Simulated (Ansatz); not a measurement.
## BaTiO₃, a database entry at a rescaled volume

```
Ba Ti O
1.0
     4.04051    0.00000    4.05890
     0.00000    4.04051    0.00000
     4.04051    0.00000   -4.05890
Ba Ti O
2 2 6
Direct
  0.00000 0.00000 0.00000
  0.50000 0.00000 0.50000
  0.49500 0.50000 0.00500
  0.99500 0.50000 0.50500
  0.25950 0.50000 0.24050
  0.75950 0.50000 0.74050
  0.00850 0.00000 0.49150
  0.50850 0.00000 0.99150
  0.25850 0.50000 0.74150
  0.75850 0.50000 0.24150
```

Single point in Ansatz 0.2.0 with r2SCAN, collinear spin. Cutoff 500 eV, PAW datasets, 3×5×3 Γ-centred k mesh, gaussian filling (width 0.0284 eV).

The state carries no moments; the state need not be the lowest.

Electronic structure: The gap is 2.11 eV, indirect or between spins (the least direct gap found is 2.24 eV).
Band edges: Within 0.7 eV of the edges, the states project mainly on O p (94 %) below the gap and on Ti d (90 %) above it.
Stress: The pressure is -5.8 GPa (compression positive), so with the atoms held at these fractions the cell would first shrink.
Charges: Bader charges in e: Ba +1.58, Ti +2.31, O -1.30. In the mean Ti gives up most and O takes most.

Origin: a database entry at a rescaled volume. Caveats: the input typed no starting moments.
